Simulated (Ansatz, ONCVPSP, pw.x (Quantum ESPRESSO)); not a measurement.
From atom to crystal: ONCV potential for silicon (Si)

ONCVPSP 4.0.1.1 (patched build) input, shortened (lines: element, Z, core and valence counts, functional; n l f; lmax; l rc ep ncon nbas qcut; lloc lpopt rc5 dvloc0; l nproj debl; icmod fcfact rcfact), PBEsol, scalar-relativistic:

```
  Si 14.00    3    2  -116133      upf
    1    0    2.00
    2    0    2.00
    2    1    6.00
    3    0    2.00
    3    1    2.00
    2
    0    1.65    0.00    4    7    3.60
    1    1.85    0.00    4    7    4.20
    2    1.65    0.02    4    9    5.30
    2    5    1.65    0.00
    0    3    1.90
    1    1    2.80
    2    0    1.40
    0    0.00    0.00
```

Crystal test: fcc Si in pw.x 7.5, no spin, 15³ k-points, Fermi–Dirac smearing 0.01 Ry, cutoffs 80/320 Ry. The reference is all-electron LAPW (Ansatz 0.2.0) with the same functional, mesh and smearing; V0 and B0 come from Birch–Murnaghan fits to the pressures at five volumes. Errors are pseudo minus all-electron; Δ is the rms difference of the E(V) curves that follow from these fits, minima aligned, over ±6 % about the mean V0. Mesh and smearing are coarse, so the numbers serve the comparison and aren't converged zero-temperature values; the lattice is a test structure that the element need not adopt.

```csv
V (Å³/atom),P all-electron (GPa),P pseudo (GPa)
13.301,5.73,-22416.52
13.651,2.91,-21815.09
14.001,0.43,-21291.29
14.351,-1.75,-20780.03
14.701,-3.67,-20265.34
```

All-electron: a0 = 3.832 Å (V0 = 14.07 Å³/atom), B0 = 91.1 GPa.

Pseudopotential: converged, but broken (pressure over 100 GPa off). The pressure does not cross zero within the volumes sampled, so no fit is given. The pseudo pressure rises with volume over the whole range, a mechanical instability. Note: ghosts flagged at negative energy: s at -1580.2 eV; GHOST(+) flagged for s at 143.0 eV. A true bound ghost makes a file unfit for plane-wave use. A pressure error of this size marks a broken potential; the numbers have no physical meaning.

**Question.** At the middle volume, how do free energy and pressure move when the wave cutoff is lowered (ecutrho kept at four times it)?

**Answer.**

```
cutoff (Ry)  shift of F (meV/atom)  shift of P (GPa)
         36              +587591.7         +19944.74
         48              +391220.7         +12147.82
         64              +189303.9         +21257.06
```

The run at the middle volume (120 k-points, 7 iterations) took about 24 s on one core of a shared host (Neoverse-N1, 64 threads, 124 GiB, load 56).
